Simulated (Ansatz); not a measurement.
Crystal: CdSe (Cadmoselite).

```
Cd Se
1.0
     4.30000    0.00000    0.00000
    -2.15000    3.72391    0.00000
     0.00000    0.00000    7.02000
Cd Se
2 2
Direct
  0.66667 0.33333 0.50000
  0.33333 0.66667 0.00000
  0.66667 0.33333 0.88500
  0.33333 0.66667 0.38500
```

Base run:

* Program: Ansatz 0.2.0
* Functional: LDA
* Potentials or basis: all-electron LAPW, scalar-relativistic
* Cutoff: 257 eV (chosen from the basis error)
* Basis error allowed: 0.002 eV/atom
* k mesh: 7 × 7 × 4
* Occupations: fermi-dirac, width 0.05 eV
* Spin: no spin polarisation

Its results: band gap on the k mesh 0.43 eV, direct; pressure -1.8 GPa; largest force 0.254 eV/Å.

Problem. The run is repeated on the same cell with these changes: functional from LDA to PBEsol. What comes out?

Solution. Band gap on the k mesh 0.58 eV, direct; pressure 0.2 GPa; largest force 0.265 eV/Å.

PBEsol binds less tightly than LDA, so the same cell stands under more pressure.
